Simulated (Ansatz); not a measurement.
The system is FeGe.

```xyz
6
Lattice="4.9976 0.0000 0.0000 -2.4988 4.3281 0.0000 0.0000 0.0000 4.1158" Properties=species:S:1:pos:R:3 pbc="T T T"
Ge    2.4988    1.4427    2.0579
Ge    0.0000    2.8854    2.0579
Ge    0.0000    0.0000    0.0000
Fe   -1.2494    2.1640    0.0000
Fe    1.2494    2.1640    0.0000
Fe    2.4988    0.0000    0.0000
```

The cell is a database's computed one.

| Item | Value |
| --- | --- |
| Program | Ansatz 0.2.0 |
| Task | relaxation of cell and atoms |
| Functional | LDA |
| Potentials or basis | Ansatz PAW |
| Cutoff | 420 eV (not typed: the program's choice for these potentials) |
| k mesh | 6 × 6 × 7 |
| Occupations | fermi-dirac, width 0.05 eV |
| Spin | collinear spin, ferromagnetic start |
| Starting moments | [0.0, 0.0, 0.0, 3.0, 3.0, 3.0] μB |
| Hubbard terms | Fe d U = 1 eV |

At the start: volume 14.84 Å³/atom.

Problem. How do energy, volume and symmetry change on relaxing?

Solution. It ends after 7 steps and the volume is 13.46 Å³/atom (-9.3 %); space group P6/mmm (No. 191, to 0.05 Å); moment 4.24 μB per cell.

Step by step:
| step | energy change (eV) | largest force (eV/Å) | volume (Å³) |
| --- | --- | --- | --- |
| 1 | 0.0000 | 0.0000 | 89.02 |
| 2 | -0.2910 | 0.0000 | 83.91 |
| 3 | -0.3112 | 0.0000 | 78.27 |
| 4 | -0.3550 | 0.0000 | 80.53 |
| 5 | -0.3553 | 0.0000 | 80.77 |
| 6 | -0.3517 | 0.0000 | 80.77 |
| 7 | -0.3517 | 0.0000 | 80.77 |

Final structure:
```
Ge Fe
1.0
     4.85098    0.00000    0.00000
    -2.42549    4.20107    0.00000
     0.00000    0.00000    3.96326
Ge Fe
3 3
Direct
  0.66667 0.33333 0.50000
  0.33333 0.66667 0.50000
  0.00000 0.00000 0.00000
  0.00000 0.50000 0.00000
  0.50000 0.50000 0.00000
  0.50000 0.00000 0.00000
```

Caveat: the magnetic or orbital state may not be the lowest; the plane-wave basis is chosen anew once the cell has moved, so the energies of steps on either side of that aren't comparable; the PAW data sets come from PBE, with cores solved anew for the run's functional, which leaves a small shift of forces and pressure; the U is typed as a test and isn't derived for this compound.
